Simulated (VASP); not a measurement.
## From VASP inputs to Ansatz: CdS (rocksalt)

INCAR, step 1 (PBE orbitals to start from)

```
SIGMA = 0.01
LCHARG = .FALSE.
ENCUT = 520
LWAVE = .TRUE.
PREC = Accurate
LREAL = .FALSE.
GGA = PE
EDIFF = 1E-5
LASPH = .TRUE.
ISMEAR = 0
NBANDS = 16
NELM = 120
```

INCAR, step 2

```
PREC = Accurate
ISTART = 1
NSW = 0
NELM = 120
LREAL = .FALSE.
EDIFF = 1E-7
PRECFOCK = Fast
ISMEAR = 0
ISIF = 2
LASPH = .TRUE.
LCHARG = .FALSE.
ALGO = Normal
LHFCALC = .TRUE.
LWAVE = .FALSE.
NBANDS = 16
IBRION = -1
AEXX = 0.25
HFSCREEN = 0.2079
ENCUT = 520
SIGMA = 0.01
GGA = PE
```

KPOINTS

```
KPOINTS created by Atomic Simulation Environment
0
Gamma
6 6 6
0 0 0
```

KPOINTS_OPT

```
special points
6
Reciprocal
0.0000000000 0.0000000000 0.0000000000 1
0.5000000000 0.0000000000 0.5000000000 1
0.5000000000 0.2500000000 0.7500000000 1
0.3750000000 0.3750000000 0.7500000000 1
0.5000000000 0.5000000000 0.5000000000 1
0.6250000000 0.2500000000 0.6250000000 1
```

POSCAR

```
Cd S
 1.0000000000000000
     0.0000000000000000    2.7267765444985561    2.7267765444985561
     2.7267765444985561    0.0000000000000000    2.7267765444985561
     2.7267765444985561    2.7267765444985561    0.0000000000000000
 Cd  S
   1   1
Cartesian
  0.0000000000000000  0.0000000000000000  0.0000000000000000
  2.7267765444985561  2.7267765444985561  2.7267765444985561
```

VASP ran with the recommended PBE PAW datasets (18 valence electrons in the cell).

Question: Write an Ansatz input for this cell and level of theory.

Answer: 

```yaml
crystal:
  lattice:
    - [0.0, 2.7267765445, 2.7267765445]
    - [2.7267765445, 0.0, 2.7267765445]
    - [2.7267765445, 2.7267765445, 0.0]
  atoms:
    - { symbol: Cd, position: [0.0, 0.0, 0.0] }
    - { symbol: S, position: [0.5, 0.5, 0.5] }
kpoints:
  mp_grid: { grid: [6, 6, 6] }
  band_path:
    path:
      - [0.0, 0.0, 0.0]
      - [0.5, 0.0, 0.5]
      - [0.5, 0.25, 0.75]
      - [0.375, 0.375, 0.75]
      - [0.5, 0.5, 0.5]
      - [0.625, 0.25, 0.625]
    npoints: 1
hamiltonian:
  xc: hse06
scf:
  occupations: { method: fixed }
  n_extra_bands: 4
output:
  forces: true
  stress: true
  eigenvalues: true
```

Other inputs would serve too.

|  | VASP | Ansatz |
| --- | --- | --- |
| gap between bands v and c | 1.23 eV | 1.24 eV |
| least direct gap | 2.75 eV | 2.78 eV |
| pressure | 0.4 GPa | 0.0 GPa |

Each program uses its own PAW datasets. VASP's cell holds 18 valence electrons and Ansatz's 26. Ansatz's stress includes a Pulay correction; VASP's doesn't.
